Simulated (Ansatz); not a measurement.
Structure: CdSe built on the zincblende prototype, at its r2SCAN minimum. Space group F-43m (No. 216), cubic; conventional cell a = 6.136 Å, 28.87 Å³ an atom. Cd has 4 Se at 2.66 Å; Se has 4 Cd at 2.66 Å.

The questions ask for values computed with Ansatz 0.2.0 on this geometry. (Simulation; no magnetic order is allowed.)

Given (8×8×8 mesh): The r2SCAN gap is direct at Γ: 1.04 eV.

Task: Estimate the gap with PBE+SOC on 8×8×8.

Result: PBE+SOC gives a direct gap of 0.44 eV at Γ. Spin-orbit coupling itself accounts for -0.118 eV. The gap differs by -0.60 eV from r2SCAN's.

Task: How does the gap change from r2SCAN to PBE0 (6×6×6)?

Result: PBE0 gives a direct gap of 2.08 eV at Γ. The gap differs by +1.05 eV from r2SCAN's.

Task: Order these levels by the gap that they give, smallest first.
A. r2SCAN
B. HSE06
C. PBE
D. PBE0

Result: C (0.56 eV), A (1.04 eV), B (1.48 eV), D (2.08 eV).

Task: Roughly how does the cost of the PBE0 run (6×6×6) compare with r2SCAN's (8×8×8)?

Result: About 13 times as much (2.5 core-minutes against 11 core-seconds, on 2 threads of Arm Neoverse V1, on a shared host).

Task: How strongly does the crystal screen a field with clamped ions (r2SCAN)?

Result: The electronic dielectric tensor ε∞ is 6.57 in all directions. Born charges, averaged over directions: Cd +2.26, Se -2.26 e.

Only the levels marked +SOC include spin-orbit coupling.

The meshes of the hybrids are coarse, so their gaps aren't converged to the digits shown.
